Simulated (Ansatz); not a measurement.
The system is MnSb.

```xyz
4
Lattice="4.1500 0.0000 0.0000 -2.0750 3.5940 0.0000 0.0000 0.0000 5.7800" Properties=species:S:1:pos:R:3 pbc="T T T"
Sb    2.0750    1.1980    4.3350
Sb    0.0000    2.3960    1.4450
Mn    0.0000    0.0000    2.8900
Mn    0.0000    0.0000    0.0000
```

| Item | Value |
| --- | --- |
| Program | Ansatz 0.2.0 |
| Task | single point |
| Functional | PBEsol |
| Potentials or basis | Ansatz PAW |
| Cutoff | 420 eV (not typed: the program's choice for these potentials) |
| k mesh | 7 × 7 × 5 |
| Occupations | fermi-dirac, width 0.05 eV |
| Spin | collinear spin, ferromagnetic start |
| Starting moments | [0.0, 0.0, 4.0, 4.0] μB |

On this cell: pressure -7.1 GPa; largest force under 0.003 eV/Å; net moment 6.70 μB per cell; site moments Sb -0.12; Mn +3.42 μB; band gap on the k mesh none (metal or under the smearing width).

The same run follows on a disturbed copy (atoms moved at random, drawn with an rms of 0.05 Å):

```
CELL_PARAMETERS angstrom
4.15000 0.00000 0.00000
-2.07500 3.59401 0.00000
0.00000 0.00000 5.78000
ATOMIC_POSITIONS crystal
Sb 0.66312 0.32736 0.75726
Sb 0.34469 0.67498 0.24637
Mn 0.99246 0.99768 0.50553
Mn 0.98321 0.99983 0.99530
```

Problem. What changes?

Solution. The energy (extrapolated to zero smearing) moves by +9.5 meV/atom; pressure -7.0 GPa; largest force 0.505 eV/Å; net moment 6.67 μB per cell; site moments Sb -0.11; Mn +3.45, +3.32 μB; band gap on the k mesh none (metal or under the smearing width).

Forces on the atoms (eV/Å):
```
Sb  -0.249  0.115 -0.170
Sb  -0.385 -0.191  0.110
Mn   0.193  0.053 -0.186
Mn   0.440  0.023  0.245
```

Stress tensor (GPa, compression positive):
```
-6.28  0.11  0.02
 0.11 -7.00 -0.14
 0.02 -0.14 -7.68
```

Caveats: only a ferromagnetic start was run, and an antiferromagnetic order may lie lower in energy; the PAW data sets come from PBE, with cores solved anew for the run's functional, which leaves a small shift of forces and pressure.
